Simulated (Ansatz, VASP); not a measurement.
# Two plane-wave programs on SiC

POSCAR

```
SiC
1.0
    0.0000000000      2.0301067310      2.0301067310
    2.0301067310      0.0000000000      2.0301067310
    2.0301067310      2.0301067310      0.0000000000
C Si
1 1
Direct
    0.0000000000      0.0000000000      0.0000000000
    0.5000000000      0.5000000000      0.5000000000
```

File INCAR.step1:

```
PREC = Accurate
ENCUT = 520
ISMEAR = 0
SIGMA = 0.05
LREAL = False
LASPH = True
NELM = 60
NBANDS = 11
GGA = PE
ALGO = Normal
EDIFF = 1E-4
LWAVE = True
LCHARG = False
```

File INCAR.step2:

```
PREC = Accurate
ENCUT = 520
EDIFF = 1E-7
ISMEAR = 0
SIGMA = 0.05
LREAL = False
LASPH = True
NELM = 60
ALGO = Normal
ISIF = 2
LWAVE = False
LCHARG = False
METAGGA = R2SCAN
LMIXTAU = True
NBANDS = 11
ISTART = 1
```

Contents of KPOINTS:

```
regular mesh
0
Gamma
  18 18 18
```

Input for Ansatz:

```yaml
crystal:
  lattice:
    - [0.0, 2.030106731, 2.030106731]
    - [2.030106731, 0.0, 2.030106731]
    - [2.030106731, 2.030106731, 0.0]
  atoms:
    - { symbol: C, position: [0.0, 0.0, 0.0] }
    - { symbol: Si, position: [0.5, 0.5, 0.5] }
basis:
  ecutwfc: 500
  ecutrho_ratio: 4
kpoints:
  mp_grid: { grid: [18, 18, 18] }
hamiltonian:
  xc: r2scan
scf:
  occupations: { method: gaussian, width: 0.05 }
output:
  forces: true
  stress: true
  eigenvalues: true
```

The cell was built by a generator and needn't be a form met in nature.

Alike in both runs: task single point; functional r2SCAN; k mesh 18 × 18 × 18; occupations gaussian, width 0.05 eV; no spin polarisation.

|  | VASP | Ansatz |
| --- | --- | --- |
| version | VASP 6.6.1 | Ansatz 0.2.0 |
| potentials or method | VASP PAW PBE potentials, release 64 (C, Si) | scalar-relativistic, plane waves, PAW |
| plane-wave cutoff (eV) | 520 | 500 |
| valence electrons in the cell | 8 | 8 |

```csv
,VASP,Ansatz,Ansatz less VASP
gap on the k mesh at the Fermi level (eV),none,none,-
pressure (GPa),-5.7,-6.0,-0.28
```

A gap of «none» marks a metal or a gap that the smearing closes.

Caveats: the PAW data sets were made with another functional, which shifts forces and pressure a little (VASP).
